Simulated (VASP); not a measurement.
Input of a VASP 6.6.1 run:

The input INCAR:

```
PREC = Accurate
ENCUT = 600
EDIFF = 1E-7
ISMEAR = -1
SIGMA = 0.05
LREAL = F
LASPH = T
NELM = 60
ALGO = Fast
ISIF = 3
LWAVE = F
LCHARG = F
GGA = PE
IBRION = 2
NSW = 60
EDIFFG = -0.02
```

File KPOINTS:

```
regular mesh
0
Gamma
  10 10 10
```

File POSCAR:

```
Lu
1.0
   -1.9541071088      1.9541071088      1.9541071088
    1.9541071088     -1.9541071088      1.9541071088
    1.9541071088      1.9541071088     -1.9541071088
Lu
1
Direct
    0.0000000000      0.0000000000      0.0000000000
```

Potentials or basis: VASP PAW PBE potentials, release 64 (Lu_3), 4f in core.

The run is started by

```console
$ cat potpaw_PBE.64/Lu_3/POTCAR > POTCAR
$ mpirun -np 1 vasp_std > vasp.out
```

Task: What does it give for the band gap on the k mesh?

Result: None (metal or under the smearing width).

Final structure:
```
Lu
1.0
    -1.95411    1.95411    1.95411
     1.95411   -1.95411    1.95411
     1.95411    1.95411   -1.95411
Lu
1
Direct
  0.00000 0.00000 0.00000
```

Caveat: the relaxation stopped at its first step, so nothing moved. Spin-orbit coupling is left out, which matters for the levels of Lu.
